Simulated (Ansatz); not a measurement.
Pressure against volume: Fe

```cif
data_structure
_symmetry_space_group_name_H-M 'Fm-3m'
_symmetry_Int_Tables_number 225
_cell_length_a 3.6556
_cell_length_b 3.6556
_cell_length_c 3.6556
_cell_angle_alpha 90.000
_cell_angle_beta 90.000
_cell_angle_gamma 90.000
_cell_volume 48.85
loop_
_atom_site_label
_atom_site_type_symbol
_atom_site_symmetry_multiplicity
_atom_site_Wyckoff_symbol
_atom_site_fract_x
_atom_site_fract_y
_atom_site_fract_z
_atom_site_occupancy
Fe1 Fe 4 a 0.00000 0.00000 0.00000 1
```

The runs use the primitive cell with vectors (0.000, 1.828, 1.828), (1.828, 0.000, 1.828), (1.828, 1.828, 0.000) Å, to which the k mesh refers.

Structure from Materials Project entry mp-150 (possibly hypothetical), not relaxed further.

Other magnetic orders may lie lower; this is the state that the run reached.

All numbers are computed: DFT, PBE, all-electron LAPW, scalar-relativistic (Ansatz 0.2.0); DFT, PBE, PAW with Ansatz's default frozen-core files, scalar-relativistic (Ansatz 0.2.0).

For LAPW: a Γ-centred 17×17×17 k mesh, Fermi–Dirac smearing of 0.03 eV, basis error target 0.25 meV/atom, spin-polarised from start moments Fe 3 μB. PAW takes a cutoff of 420 eV at this cell. The Ansatz runs share mesh, smearing and spin set-up. Plane-wave (PAW) pressures include the program's estimate of the Pulay term.

The cell above is scaled evenly, with fractional coordinates and shape held.

```json
{"V/V(cell)": "0.9405", "V (Å³/atom)": "11.486", "P, LAPW (GPa)": "7.39", "P, PAW (GPa)": "7.47", "moment, LAPW (μB)": "2.48", "free energy over the lowest listed, PAW (meV/atom)": "10.2"}
{"V/V(cell)": "0.9700", "V (Å³/atom)": "11.846", "P, LAPW (GPa)": "1.70", "P, PAW (GPa)": "1.73", "moment, LAPW (μB)": "2.52", "free energy over the lowest listed, PAW (meV/atom)": "0.0"}
{"V/V(cell)": "1.0000", "V (Å³/atom)": "12.212", "P, LAPW (GPa)": "-1.87", "P, PAW (GPa)": "-1.86", "moment, LAPW (μB)": "2.62", "free energy over the lowest listed, PAW (meV/atom)": "0.4"}
{"V/V(cell)": "1.0300", "V (Å³/atom)": "12.579", "P, LAPW (GPa)": "-6.23", "P, PAW (GPa)": "-6.17", "moment, LAPW (μB)": "2.66", "free energy over the lowest listed, PAW (meV/atom)": "9.4"}
{"V/V(cell)": "1.0600", "V (Å³/atom)": "12.945", "P, LAPW (GPa)": "-10.33", "P, PAW (GPa)": "-10.29", "moment, LAPW (μB)": "2.67", "free energy over the lowest listed, PAW (meV/atom)": "28.4"}
```
